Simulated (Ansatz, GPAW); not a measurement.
This is a calculation of InP for Ansatz 0.2.0. 

The input input.yaml:

```yaml
crystal:
  lattice:
    - [0.0, 2.9305, 2.9305]
    - [2.9305, 0.0, 2.9305]
    - [2.9305, 2.9305, 0.0]
  atoms:
    - { symbol: In, position: [0.0, 0.0, 0.0] }
    - { symbol: P, position: [0.75, 0.75, 0.75] }
hamiltonian:
  xc: pbe
  pseudopotentials: { kind: paw }
kpoints:
  mp_grid: { grid: [8, 8, 8] }
scf:
  occupations: { method: gaussian, width: 0.016 }
output:
  forces: true
  stress: true
  eigenvalues: true
```

Potentials or basis: Ansatz PAW.

Launch:

```sh
$ ansatz run input.yaml --threads 2 --pin off --max-ram 5632MiB --backend cpu --events-out ev --progress --plain --runs-dir out
```

**Question.** Translate it to GPAW 26.7.0 (ASE script). Potentials or basis there: GPAW PAW data sets (gpaw-data 1.2.1), cutoff 600 eV.

**Answer.** As run (cutoffs and basis follow the program's own potentials, and thresholds, step limits or extra output files can differ):

The input run.py:

```python
from ase import Atoms
from ase.dft.bandgap import bandgap
from ase.io import write
from ase.units import GPa
from gpaw import GPAW, PW

atoms = Atoms(['In', 'P'],
              cell=[[0.0, 2.9305, 2.9305],
                    [2.9305, 0.0, 2.9305],
                    [2.9305, 2.9305, 0.0]],
              scaled_positions=[[0.0, 0.0, 0.0],
                                [0.75, 0.75, 0.75]],
              pbc=True)

calc = GPAW(mode=PW(600),
            xc='PBE',
            kpts={'size': (8, 8, 8), 'gamma': True},
            occupations={'name': 'methfessel-paxton', 'order': 0, 'width': 0.016},
            nbands=18,
            convergence={'density': 1e-05, 'energy': 1e-05},
            maxiter=150,
            txt='gpaw.txt')
atoms.calc = calc
energy = atoms.get_potential_energy()
forces = atoms.get_forces()
stress = atoms.get_stress()
calc.write('gs.gpw')
write('result.traj', atoms)
print(f'Energy: {energy:.6f} eV')
print('Forces (eV/A):')
print(forces.round(4))
print('Stress (GPa):', (stress / GPa).round(3))
print('Fermi level:', round(calc.get_fermi_level(), 4), 'eV')
print(f'Gap: {bandgap(calc)[0]:.4f} eV, direct: {bandgap(calc, direct=True)[0]:.4f} eV')
```

Potentials or basis: GPAW PAW data sets (gpaw-data 1.2.1), pw.

The run is started by

```bash
$ OMP_NUM_THREADS=1 python run.py
```

Both were run:

|  | Ansatz | GPAW |
| --- | --- | --- |
| Pressure | 3.3 GPa | 3.0 GPa |

Ansatz's pressure holds a Pulay term of +0.04 GPa for its cutoff of 420 eV, which the other run lacks.

Where Ansatz's input types no cutoff or centring, it takes its own default and a Γ-centred mesh.

Pressure is positive in compression.
